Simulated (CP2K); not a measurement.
AgCl (Chlorargyrite):

```
Ag Cl
1.0
     3.86787    0.00000    0.00000
     1.93394    3.34968    0.00000
     1.93394    1.11656    3.15811
Ag Cl
1 1
Direct
  0.00000 0.00000 0.00000
  0.50000 0.50000 0.50000
```

Program: CP2K 2026.2. Alike in all runs: task band structure; no spin polarisation; cell as given; k mesh 8 × 8 × 8.

Task: Order these runs on this cell by their band gap on the k mesh, lowest first.
A. level r2SCAN; potentials or basis POTENTIAL_UZH Ag GTH-SCAN-q11, Cl GTH-SCAN-q7; TZVP-MOLOPT-SCAN-GTH basis; smearing fermi-dirac 0.0259 eV; EPS_DEFAULT 1.0E-10; NGRIDS 4; bands added on the path 6; CUTOFF of the grids 675 Ry
B. level LDA; potentials or basis GTH_POTENTIALS Ag GTH-PADE-q11, Cl GTH-PADE-q7; TZVP-MOLOPT-PBE-GTH basis; smearing fermi-dirac 0.05 eV; EPS_DEFAULT 1.0E-10; NGRIDS 4; bands added on the path 6; CUTOFF of the grids 450 Ry
C. level TB-mBJ; potentials or basis POTENTIAL_UZH Ag GTH-PBE-q11, Cl GTH-PBE-q7; TZVP-MOLOPT-PBE-GTH basis; smearing fermi-dirac 0.05 eV; EPS_DEFAULT 1.0E-9; NGRIDS 5; bands added on the path 2; CUTOFF of the grids 675 Ry

Result: C (metal), B (0.54 eV), A (1.25 eV).

Caveats: the basis of atomic orbitals isn't converged, which shifts pressures, moduli and gaps; this is a model potential without an energy functional, so only levels have meaning (some runs).

Runs at the PBE level aren't shown here.
